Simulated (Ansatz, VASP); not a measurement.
# GaAs in VASP and in Ansatz

File INCAR:

```
  PREC = Accurate
  ENCUT = 520
  EDIFF = 1E-6
  ISMEAR = -1
  SIGMA = 0.02
  LREAL = False
  LASPH = True
  NELM = 80
  ALGO = Normal
  ISIF = 2
  LWAVE = False
  LCHARG = False
  GGA = PE
  NBANDS = 26
```

The input KPOINTS:

```
Automatic mesh
0
Gamma
  8 5 8
```

POSCAR

```
GaAs
1.0
   -2.8723074168      2.8723074168      0.0000000000
    0.0000000000      0.0000000000      5.7446148336
    2.8723074168      2.8723074168      0.0000000000
Ga As
2 2
Direct
    0.0000000000      0.0000000000      0.0000000000
    0.5000000000      0.5000000000      0.5000000000
    0.0000000000      0.2500000000      0.5000000000
    0.5000000000      0.7500000000      0.0000000000
```

Input for Ansatz:

```yaml
crystal:
  lattice:
    - [-2.8723074168, 2.8723074168, 0.0]
    - [0.0, 0.0, 5.7446148336]
    - [2.8723074168, 2.8723074168, 0.0]
  atoms:
    - { symbol: Ga, position: [0.0, 0.0, 0.0] }
    - { symbol: Ga, position: [0.5, 0.5, 0.5] }
    - { symbol: As, position: [0.0, 0.25, 0.5] }
    - { symbol: As, position: [0.5, 0.75, 0.0] }
kpoints:
  mp_grid: { grid: [8, 5, 8] }
scf:
  occupations: { method: fermi_dirac, width: 0.02 }
hamiltonian:
  xc: pbe
  pseudopotentials: { kind: paw }
output:
  forces: true
  stress: true
  eigenvalues: true
  write_density: true
  write_potential: true
  elf: true
  volumetric_format: npy
```

Alike in both runs: task single point; functional PBE; k mesh 8 × 5 × 8; occupations fermi-dirac, width 0.02 eV; no spin polarisation.

```csv
,VASP,Ansatz
version,VASP 6.6.1,Ansatz 0.2.0
potentials or method,"VASP PAW PBE potentials, release 64 (Ga_d, As)","PAW with Ansatz's default frozen-core files, scalar-relativistic"
plane-wave cutoff (eV),520,420
valence electrons in the cell,36,56
```

Ansatz gave:

```
pressure (GPa) : 0.0
```

Q: Estimate VASP's values.

A: Pressure (GPa): 0.2.

The two sets of potentials don't hold the same shells in valence.
